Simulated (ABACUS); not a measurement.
# Hf (Im-3m) in ABACUS: a series of runs

Runs on Hf. Level: PBE. Tasks: single point.

Everything below comes from runs of ABACUS 3.10.1. Logs are shortened: lines on timing, memory, paths and dates and some standing lists are left out, and cuts for length are marked.

## Step 1: The crystal as given

The structure is cubic, space group Im-3m (No. 229). Conventional cell: a = 3.610 Å, b = 3.610 Å, c = 3.610 Å, α = 90.00°, β = 90.00°, γ = 90.00°. Around Hf (site symmetry m-3m) lie 8 Hf at 3.13 Å.

This isn't the form of Hf at room conditions, which is hcp.

## Step 2: Single point, PBE

INPUT

```
INPUT_PARAMETERS
suffix              Hf
calculation         scf
basis_type          lcao
pseudo_dir          ./
orbital_dir         ./
symmetry            1
dft_functional      pbe
ecutwfc             100
pseudo_rcut         10
nspin               1
nbands              10
ks_solver           genelpa
smearing_method     fd
smearing_sigma      0.00367493
scf_thr             1e-07
scf_nmax            100
mixing_type         broyden
mixing_beta         0.7
cal_force           1
cal_stress          1
out_mul             1
```

STRU

```
ATOMIC_SPECIES
Hf 178.4900 Hf.upf

NUMERICAL_ORBITAL
Hf_confined-atom_8au_3s2p2d1f.orb

LATTICE_CONSTANT
1.8897261246

LATTICE_VECTORS
-1.8050000000 1.8050000000 1.8050000000
1.8050000000 -1.8050000000 1.8050000000
1.8050000000 1.8050000000 -1.8050000000

ATOMIC_POSITIONS
Direct

Hf
0.0
1
0.0000000000 0.0000000000 0.0000000000 1 1 1
```

KPT

```
K_POINTS
0
Gamma
10 10 10 0 0 0
```

Potentials or basis: PseudoDojo NC SR 0.4.1 PBE standard, DZP LCAO (the cutoffs set its grid).

The run is started by

```bash
> OMP_NUM_THREADS=1 mpirun -np 4 abacus > log
```

running log:

```text
ABACUS v3.10.1

               Atomic-orbital Based Ab-initio Computation at UStc

 ------------------------------------------------------------------------------------

 READING GENERAL INFORMATION
                           global_out_dir = OUT.Hf/
                           global_in_card = INPUT
                               pseudo_dir = ./
                              orbital_dir = ./
                                    DSIZE = 4
                                    GSIZE = 1

 READING UNITCELL INFORMATION
                                    ntype = 1
                  lattice constant (Bohr) = 1.88973
              lattice constant (Angstrom) = 1

 READING ATOM TYPE 1
                               atom label = Hf
                      L=0, number of zeta = 3
                      L=1, number of zeta = 2
                      L=2, number of zeta = 2
                      L=3, number of zeta = 1
             number of atom for this type = 1

                        TOTAL ATOM NUMBER = 1
DIRECT COORDINATES
    atom                   x                   y                   z     mag                  vx                  vy                  vz
taud_Hf1            0.0000000000        0.0000000000        0.0000000000  0.0000        0.0000000000        0.0000000000        0.0000000000

                          Volume (Bohr^3) = 158.741
                             Volume (A^3) = 23.5229

 Lattice vectors: (Cartesian coordinate: in unit of a_0)
               -1.805              +1.805              +1.805
               +1.805              -1.805              +1.805
               +1.805              +1.805              -1.805
 Reciprocal vectors: (Cartesian coordinate: in unit of 2 pi/a_0)
                   +0           +0.277008           +0.277008
            +0.277008                  +0           +0.277008
            +0.277008           +0.277008                  +0
 The esolver type has been set to : ksdft_lcao

                PAO radial cut off (Bohr) = 10

 Read in pseudopotential file is Hf.upf
                     pseudopotential type = NC
          exchange-correlation functional = PBE
                 nonlocal core correction = 1
                        valence electrons = 12
                                     lmax = 3
                           number of zeta = 4
                     number of projectors = 8
                           L of projector = 0
                           L of projector = 0
                           L of projector = 1
                           L of projector = 1
[... 171 lines left out ...]
         searching radius unit is (Bohr)) = 1.89
                         PeriodicBoundary = 1
                        Radius(unit:lat0) = 11.1
                                   glayer = [ 6, 6, 6 ]
                             glayer_minus = [ 5, 5, 5 ]

Find the coordinate range of the input atom(unit:lat0).
                                  min_tau = [ -27.1, -27.1, -27.1 ]
                                  max_tau = [ 27.1, 27.1, 27.1 ]
                                BoxNumber = [ 11, 11, 11 ]

 SETUP EXTENDED REAL SPACE GRID FOR GRID INTEGRATION
                          real space grid = [ 40, 40, 40 ]
                 big cell numbers in grid = [ 8, 8, 8 ]
             meshcell numbers in big cell = [ 5, 5, 5 ]
                        extended fft grid = [ 14, 14, 14 ]
                dimension of extened grid = [ 37, 37, 37 ]
                            UnitCellTotal = 125
              Atom number in sub-FFT-grid = 1
    Local orbitals number in sub-FFT-grid = 26
                                ParaV.nnr = 25181
                                 init_chg = atomic

 LCAO ALGORITHM --------------- ION=   1  ELEC=   1--------------------------------

 Density error is 0.0472949015954
----------------------------------------------------------
     Energy           Rydberg                 eV
----------------------------------------------------------
 E_KohnSham     -112.8099929415      -1534.8586953439
 E_Harris       -113.5314968436      -1544.6752595416
 E_Fermi        1.0063397000         13.6919540436
----------------------------------------------------------
[... 69 lines left out ...]
 Density error is 1.15304510664e-08
----------------------------------------------------------
     Energy           Rydberg                 eV
----------------------------------------------------------
 E_KohnSham     -112.8120021778      -1534.8860324066
 E_KS(sigma->0) -112.8114411516      -1534.8783992539
 E_Harris       -112.8120023494      -1534.8860347413
 E_band         -11.0702561256       -150.6185616270
 E_one_elec     -22.1739452222       -301.6920021619
 E_Hartree      14.6358276810        199.1306514084
 E_xc           -28.4541712936       -387.1388614611
 E_Ewald        -76.8185912907       -1045.1705538865
 E_entropy(-TS) -0.0011220524        -0.0152663055
 E_descf        0.0000000000         0.0000000000
 E_exx          0.0000000000         0.0000000000
 E_Fermi        0.9912316238         13.4863981217
----------------------------------------------------------

 charge density convergence is achieved
 final etot is -1534.8860324 eV
 EFERMI = 13.486398122 eV

 STATE ENERGY(eV) AND OCCUPATIONS    NSPIN == 1
 1/47 kpoint (Cartesian) = 0.0000 0.0000 0.0000 (662 pws)
       1       -48.2768     0.00200000
       2       -16.5483     0.00200000
       3       -16.5483     0.00200000
       4       -16.5483     0.00200000
       5        6.61075     0.00200000
       6        14.9747    2.36719e-16
       7        14.9747    2.36719e-16
       8        14.9747    2.36719e-16
       9        17.6497    1.37607e-39
      10        17.6497    1.37607e-39
[... 49 lines left out ...]
 6/47 kpoint (Cartesian) = 0.13850 0.13850 0.27701 (672 pws)
       1       -48.2233      0.0120000
       2       -17.2373      0.0120000
       3       -16.7747      0.0120000
       4       -16.5505      0.0120000
       5        10.2553      0.0120000
       6        13.0706      0.0119971
       7        14.3615    3.00817e-10
       8        17.4248    7.42509e-37
       9        18.3957    2.74069e-45
      10        20.6539    6.64847e-65

[... levels at 41 further k points ...]

 correction force for each atom along direction 1 is -4.88940e-14
 correction force for each atom along direction 2 is -3.28771e-14
 correction force for each atom along direction 3 is 1.21144e-14
------------------------------------------------------------------------------------------
 TOTAL-FORCE (eV/Angstrom)
------------------------------------------------------------------------------------------
                       Hf1         0.0000000000         0.0000000000         0.0000000000
------------------------------------------------------------------------------------------

----------------------------------------------------------------
 TOTAL-STRESS (KBAR)
----------------------------------------------------------------
       -46.9725300614         0.0000000000         0.0000000000
         0.0000000000       -46.9725300614        -0.0000000000
        -0.0000000000        -0.0000000000       -46.9725300614
----------------------------------------------------------------
 TOTAL-PRESSURE: -46.972530 KBAR

 --------------------------------------------
 !FINAL_ETOT_IS -1534.8860324066349676 eV
 --------------------------------------------
```

stdout:

```text
ABACUS v3.10.1

               Atomic-orbital Based Ab-initio Computation at UStc

%%%%%%%%%%%%%%%%%%%%%%%%%%%%%%%%%%%%%%%%%%%%%%%%%%%%%%%%%%%%%%%%%%%%%%%%%%%%%%%%%%%%%%%%%%%%%%%%%%%%%%%%%
 Warning: the number of valence electrons in pseudopotential > 4 for Hf: [Xe] 4f14 5d2 6s2
[... 33 lines left out ...]
 TOTAL-STRESS (KBAR)
----------------------------------------------------------------
       -46.9725300614         0.0000000000         0.0000000000
         0.0000000000       -46.9725300614        -0.0000000000
        -0.0000000000        -0.0000000000       -46.9725300614
----------------------------------------------------------------
 TOTAL-PRESSURE: -46.972530 KBAR
```

Wall time 4 s (4 MPI ranks of AMD EPYC 9B14 (Zen 4), shared host); peak memory 0.4 GiB.

Results:

```yaml
Free_energy: -1534.8860 eV
Pressure: -4.7 GPa
Band_gap_on_the_k_mesh: none (metal or under the smearing width)
```

Caveat: the atomic orbitals were generated for these runs and aren't a published set; the basis of atomic orbitals isn't converged, which shifts pressures, moduli and gaps.

## Step 3: Single point, PBE (cell strained at random at fixed volume)

INPUT is that of step 2.

STRU

```
ATOMIC_SPECIES
Hf 178.4900 Hf.upf

NUMERICAL_ORBITAL
Hf_confined-atom_8au_3s2p2d1f.orb

LATTICE_CONSTANT
1.8897261246

LATTICE_VECTORS
-1.7353850000 1.7880950000 1.8403380000
1.7684040000 -1.7610630000 1.8463250000
1.7817980000 1.8074760000 -1.8133060000

ATOMIC_POSITIONS
Direct

Hf
0.0
1
-0.0165250000 -0.0068030000 -0.0104090000 1 1 1
```

KPT is that of step 2.

Potentials or basis: PseudoDojo NC SR 0.4.1 PBE standard, DZP LCAO (the cutoffs set its grid).

The run is started by

```bash
> OMP_NUM_THREADS=1 mpirun -np 4 abacus > log
```

running log:

```text
ABACUS v3.10.1

               Atomic-orbital Based Ab-initio Computation at UStc

 ------------------------------------------------------------------------------------

 READING GENERAL INFORMATION
                           global_out_dir = OUT.Hf/
                           global_in_card = INPUT
                               pseudo_dir = ./
                              orbital_dir = ./
                                    DSIZE = 4
                                    GSIZE = 1

 READING UNITCELL INFORMATION
                                    ntype = 1
                  lattice constant (Bohr) = 1.88973
              lattice constant (Angstrom) = 1

 READING ATOM TYPE 1
                               atom label = Hf
                      L=0, number of zeta = 3
                      L=1, number of zeta = 2
                      L=2, number of zeta = 2
                      L=3, number of zeta = 1
             number of atom for this type = 1

                        TOTAL ATOM NUMBER = 1
DIRECT COORDINATES
    atom                   x                   y                   z     mag                  vx                  vy                  vz
taud_Hf1            0.9834750000        0.9931970000        0.9895910000  0.0000        0.0000000000        0.0000000000        0.0000000000

                          Volume (Bohr^3) = 158.741
                             Volume (A^3) = 23.5229

 Lattice vectors: (Cartesian coordinate: in unit of a_0)
             -1.73538            +1.78809            +1.84034
[... 325 lines left out ...]

 charge density convergence is achieved
 final etot is -1534.8840654 eV
 EFERMI = 13.490005247 eV

 STATE ENERGY(eV) AND OCCUPATIONS    NSPIN == 1
 1/504 kpoint (Cartesian) = 0.0000 0.0000 0.0000 (669 pws)
       1       -48.2801     0.00200000
       2       -16.5727     0.00200000
       3       -16.5413     0.00200000
       4       -16.5375     0.00200000
       5        6.61117     0.00200000
       6        14.6668    1.20114e-13
       7        14.9534    3.88937e-16
       8        15.2965    4.07230e-19
       9        17.4227    1.38692e-37
      10        17.9015    9.63114e-42
[... 49 lines left out ...]
 6/504 kpoint (Cartesian) = -0.0030575 0.13809 0.13464 (668 pws)
       1       -48.2297     0.00200000
       2       -17.2380     0.00200000
       3       -16.7497     0.00200000
       4       -16.5380     0.00200000
       5        10.1972     0.00200000
       6        13.2294     0.00198916
       7        14.1851    1.83460e-09
       8        17.2483    4.53705e-36
       9        18.3988    4.60883e-46
      10        20.4856    3.44964e-64

[... levels at 498 further k points ...]

 correction force for each atom along direction 1 is -1.98804e-07
 correction force for each atom along direction 2 is -1.09467e-06
 correction force for each atom along direction 3 is 1.02213e-06
------------------------------------------------------------------------------------------
 TOTAL-FORCE (eV/Angstrom)
------------------------------------------------------------------------------------------
                       Hf1         0.0000000000         0.0000000000         0.0000000000
------------------------------------------------------------------------------------------

----------------------------------------------------------------
 TOTAL-STRESS (KBAR)
----------------------------------------------------------------
       -54.1770926569       -12.6516341131        -9.9143738556
       -12.6516341131       -47.7801780723        -8.1591450637
        -9.9143738556        -8.1591450637       -36.6416335213
----------------------------------------------------------------
 TOTAL-PRESSURE: -46.199635 KBAR

 --------------------------------------------
 !FINAL_ETOT_IS -1534.8840654057780739 eV
 --------------------------------------------
```

stdout:

```text
ABACUS v3.10.1
90

               Atomic-orbital Based Ab-initio Computation at UStc

%%%%%%%%%%%%%%%%%%%%%%%%%%%%%%%%%%%%%%%%%%%%%%%%%%%%%%%%%%%%%%%%%%%%%%%%%%%%%%%%%%%%%%%%%%%%%%%%%%%%%%%%%
[... 34 lines left out ...]
 TOTAL-STRESS (KBAR)
----------------------------------------------------------------
       -54.1770926569       -12.6516341131        -9.9143738556
       -12.6516341131       -47.7801780723        -8.1591450637
        -9.9143738556        -8.1591450637       -36.6416335213
----------------------------------------------------------------
 TOTAL-PRESSURE: -46.199635 KBAR
```

Run time: 8.1 s. Hardware: 4 MPI ranks of AMD EPYC 9B14 (Zen 4), shared host; peak memory 0.48 GiB.

Results:

```
Free energy            : -1534.8841 eV
Pressure               : -4.6 GPa
Band gap on the k mesh : none (metal or under the smearing width)
```

Caveat: the atomic orbitals were generated for these runs and aren't a published set; the basis of atomic orbitals isn't converged, which shifts pressures, moduli and gaps. Spin-orbit coupling is left out, which matters for the levels of Hf.

## Step 4: Single point, PBE

INPUT is that of step 3.

STRU

```
ATOMIC_SPECIES
Hf 178.4900 Hf.upf

NUMERICAL_ORBITAL
Hf_confined-atom_8au_2s1p1d.orb

LATTICE_CONSTANT
1.8897261246

LATTICE_VECTORS
-1.8050000000 1.8050000000 1.8050000000
1.8050000000 -1.8050000000 1.8050000000
1.8050000000 1.8050000000 -1.8050000000

ATOMIC_POSITIONS
Direct

Hf
0.0
1
0.0000000000 0.0000000000 0.0000000000 1 1 1
```

KPT is that of step 3.

Potentials or basis: PseudoDojo NC SR 0.4.1 PBE standard, SZ LCAO (the cutoffs set its grid).

The run is started by

```bash
> OMP_NUM_THREADS=1 mpirun -np 4 abacus > log
```

Wall time 1.4 s (4 MPI ranks of AMD EPYC 9B14 (Zen 4), shared host); peak memory 0.36 GiB.

These settings aren't checked as converged: the numbers below hold their error.

Results:

| Item | Value |
| --- | --- |
| Free energy | -1534.1496 eV |
| Pressure | -14.3 GPa |
| Band gap on the k mesh | none (metal or under the smearing width) |

Caveat: the atomic orbitals were generated for these runs and aren't a published set; the basis of atomic orbitals isn't converged, which shifts pressures, moduli and gaps.

(Part 1 of 2 ends here.)
